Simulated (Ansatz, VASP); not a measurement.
## Bi in VASP and in Ansatz

```xyz
8
Lattice="6.5291 0.0000 0.0000 0.0000 6.5291 0.0000 0.0000 0.0000 6.5291" Properties=species:S:1:pos:R:3 pbc="T T T"
Bi    3.2645    3.2645    3.2645
Bi    0.0000    0.0000    0.0000
Bi    1.6323    0.0000    3.2645
Bi    3.2645    1.6323    0.0000
Bi    3.2645    4.8968    0.0000
Bi    4.8968    0.0000    3.2645
Bi    0.0000    3.2645    4.8968
Bi    0.0000    3.2645    1.6323
```

Alike in both runs: task single point; functional PBEsol; k mesh 4 × 4 × 4; occupations gaussian, width 0.1 eV; no spin polarisation.

|  | VASP | Ansatz |
| --- | --- | --- |
| version | VASP 6.6.1 | Ansatz 0.2.0 |
| potentials or method | VASP PAW PBE potentials, release 64 (Bi_d) | scalar-relativistic, plane waves, PAW |
| plane-wave cutoff (eV) | 520 | 420 |
| valence electrons in the cell | 120 | 120 |

|  | VASP | Ansatz | Ansatz less VASP |
| --- | --- | --- | --- |
| gap on the k mesh at the Fermi level (eV) | none | none | - |
| pressure (GPa) | -5.2 | -5.2 | +0.07 |

A gap of «none» marks a metal or a gap that the smearing closes. With one functional, cell and mesh, what is left measures potentials, basis and numerics.

Caveats: the PAW data sets were made with another functional, which shifts forces and pressure a little (VASP); spin-orbit coupling is left out, which moves the levels of the heavy elements.
